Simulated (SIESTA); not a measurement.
The system is CdS (Hawleyite).

```
Cd S
1.0
     5.83300    0.00000    0.00000
     0.00000    5.83300    0.00000
     0.00000    0.00000    5.83300
Cd S
4 4
Direct
  0.00000 0.00000 0.00000
  0.00000 0.50000 0.50000
  0.50000 0.00000 0.50000
  0.50000 0.50000 0.00000
  0.25000 0.25000 0.25000
  0.25000 0.75000 0.75000
  0.75000 0.75000 0.25000
  0.75000 0.25000 0.75000
```

Base run:

```yaml
Program: SIESTA 5.4.2
Functional: PBE
Potentials_or_basis: PseudoDojo 0.4 standard (PBE files)
Basis: DZP (energy shift 0.003 Ry; two zetas on semicore shells)
Grid_cutoff: 800 Ry
Energy_shift: 0.003 Ry
k_mesh: 5 × 5 × 5
Occupations: fermi-dirac, width 0.05 eV
Spin: no spin polarisation
```

Its results: band gap on the k mesh 1.36 eV; pressure 3.2 GPa.

**Question.** After a change of settings the same cell gave: band gap on the k mesh 1.48 eV; pressure 4.7 GPa. Which change was it?
A. functional from PBE to WC; potentials or basis from PseudoDojo 0.4 standard (PBE files) to PseudoDojo 0.4 standard (PBEsol files)
B. functional from PBE to LDA; potentials or basis from PseudoDojo 0.4 standard (PBE files) to PseudoDojo 0.4 standard (LDA files)
C. functional from PBE to revPBE
D. functional from PBE to BLYP

**Answer.** C.

revPBE binds less tightly than PBE, so the same cell stands under more pressure.

Caveats: an odd mesh through Γ misses points on the zone boundary, where band edges often lie; the basis of atomic orbitals isn't converged, which shifts pressures, moduli and gaps; the potentials were made for another functional, which shifts forces and pressure (some runs).
